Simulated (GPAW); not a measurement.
Input of a GPAW 26.7.0 run:

Contents of run.py:

```python
import numpy as np
from ase.dft.bandgap import bandgap
from ase.io import read, write
from ase.units import GPa
from gpaw import GPAW, PW
from gpaw.spinorbit import soc_eigenstates

atoms = read('CdSe.cif')

calc = GPAW(mode=PW(600),
            xc='MGGA_X_TPSS+MGGA_C_TPSS',
            kpts={'size': (5, 5, 3), 'gamma': True},
            occupations={'name': 'fermi-dirac', 'width': 0.05},
            nbands=31,
            convergence={'density': 1e-05, 'energy': 1e-05},
            eigensolver='davidson',
            maxiter=150,
            txt='gpaw.txt')
atoms.calc = calc
energy = atoms.get_potential_energy()
forces = atoms.get_forces()
stress = atoms.get_stress()
calc.write('gs.gpw')
write('result.traj', atoms)
print(f'Energy: {energy:.6f} eV')
print('Forces (eV/A):')
print(forces.round(4))
print('Stress (GPa):', (stress / GPa).round(3))
print('Fermi level:', round(calc.get_fermi_level(), 4), 'eV')
print(f'Gap: {bandgap(calc)[0]:.4f} eV, direct: {bandgap(calc, direct=True)[0]:.4f} eV')

path = atoms.cell.bandpath('GMKGALHA,LM,KH', npoints=80, eps=1e-4)
bs_calc = calc.fixed_density(kpts=path, symmetry='off', nbands=52,
                             convergence={'bands': 'CBM+6.0', 'eigenstates': 1e-6}, txt='bands.txt')
bs = bs_calc.band_structure()
bs.write('bs.json')
print(f'Gap on the path: {bandgap(bs_calc)[0]:.4f} eV')

soc = soc_eigenstates(bs_calc, theta=90, phi=45, ignore_xc_potential=True)
np.savetxt('soc_bands.dat', soc.eigenvalues(), fmt='%.4f')
mesh = soc_eigenstates('gs.gpw', theta=90, phi=45, ignore_xc_potential=True)
np.savetxt('soc_mesh.dat', mesh.eigenvalues(), fmt='%.4f')
print('Fermi level with spin-orbit coupling:', round(mesh.fermi_level, 4), 'eV')
```

File CdSe.cif:

```cif
data_CdSe
_cell_length_a 4.30000000
_cell_length_b 4.30000000
_cell_length_c 7.02000000
_cell_angle_alpha 90.00000000
_cell_angle_beta 90.00000000
_cell_angle_gamma 120.00000000
_space_group_name_H-M_alt 'P1'
_space_group_name_Hall 'P 1'
_space_group_IT_number 1
loop_
_space_group_symop_operation_xyz
'x,y,z'
loop_
_atom_site_label
_atom_site_type_symbol
_atom_site_symmetry_multiplicity
_atom_site_Wyckoff_symbol
_atom_site_fract_x
_atom_site_fract_y
_atom_site_fract_z
_atom_site_occupancy
Cd1 Cd 1 a 0.6666666667 0.3333333333 0.5000000000 1
Cd2 Cd 1 a 0.3333333333 0.6666666667 0.0000000000 1
Se1 Se 1 a 0.6666666667 0.3333333333 0.8850000000 1
Se2 Se 1 a 0.3333333333 0.6666666667 0.3850000000 1
```

Potentials or basis: GPAW PAW data sets (gpaw-data 1.2.1), pw.

Launch:

```sh
$ OMP_NUM_THREADS=1 python run.py
```

Question: Predict the largest force.

Answer: 0.270 eV/Å.

Question: Estimate the band gap along the path.

Answer: 0.78 eV, direct.

Levels at the corners of the path, in eV from the valence-band top:
| point | band 32 | band 33 | band 34 | band 35 | band 36 | band 37 | band 38 | band 39 | band 40 | band 41 |
| --- | --- | --- | --- | --- | --- | --- | --- | --- | --- | --- |
| Γ | -0.37 | -0.01 | -0.01 | 0.00 | 0.00 | 0.78 | 0.78 | 2.17 | 2.17 | 5.70 |
| M | -2.01 | -1.40 | -1.40 | -0.94 | -0.94 | 3.26 | 3.26 | 3.37 | 3.37 | 4.84 |
| K | -2.02 | -1.98 | -1.94 | -1.83 | -1.83 | 4.44 | 4.44 | 4.68 | 4.86 | 4.90 |
| Γ | -0.37 | -0.01 | -0.01 | 0.00 | 0.00 | 0.78 | 0.78 | 2.17 | 2.17 | 5.70 |
| A | -0.62 | -0.38 | -0.38 | -0.38 | -0.38 | 2.39 | 2.39 | 2.39 | 2.39 | 5.85 |
| L | -1.58 | -1.39 | -1.39 | -1.39 | -1.39 | 3.05 | 3.05 | 3.05 | 3.05 | 4.81 |
| H | -2.59 | -1.23 | -1.23 | -1.17 | -1.17 | 3.80 | 3.80 | 3.87 | 3.87 | 5.93 |
| A | -0.62 | -0.38 | -0.38 | -0.38 | -0.38 | 2.39 | 2.39 | 2.39 | 2.39 | 5.85 |
| L | -1.58 | -1.39 | -1.39 | -1.39 | -1.39 | 3.05 | 3.05 | 3.05 | 3.05 | 4.81 |
| M | -2.01 | -1.40 | -1.40 | -0.94 | -0.94 | 3.26 | 3.26 | 3.37 | 3.37 | 4.84 |
| K | -2.02 | -1.98 | -1.94 | -1.83 | -1.83 | 4.44 | 4.44 | 4.68 | 4.86 | 4.90 |
| H | -2.59 | -1.23 | -1.23 | -1.17 | -1.17 | 3.80 | 3.80 | 3.87 | 3.87 | 5.93 |

Caveat: spin-orbit coupling was added after a scalar SCF, so levels and gaps hold it while energy, forces, pressure and moments don't; this program's spin-orbit splittings come out too wide for heavy elements; the PAW data sets were made with another functional, which shifts forces and pressure a little.

**Measured values to compare with.**

A printed reference work, data compilation reports, for a bulk crystal of CdSe at 2 K: band gap 1.841 eV.

Measured gap of CdSe: 1.841 eV (2 K; a printed reference work, data compilation). This calculation gives 0.78 eV (-1.06 eV). So large a miss can be the level of theory's own, or it may mean another phase, state or a wrong row. The value is that of TPSS, without temperature or zero-point motion.
